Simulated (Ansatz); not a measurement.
Acetone, C3H6O, charge 0, multiplicity 1.

(1) Give a relaxed structure at PBE0-D4/def2-TZVP (the Gaussian-basis code of Ansatz). (Estimate.)

Results:

(1) Computed: 
```xyz
10

C     0.238    1.234   -0.285
C    -0.561    0.097    0.294
C     0.030   -1.281    0.144
O    -1.617    0.279    0.847
H     1.263    1.219    0.098
H     0.306    1.122   -1.371
H    -0.235    2.185   -0.046
H     0.970   -1.341    0.702
H    -0.665   -2.029    0.520
H     0.271   -1.484   -0.903
```
Point group C2.
This is one stationary point; other conformers may exist.
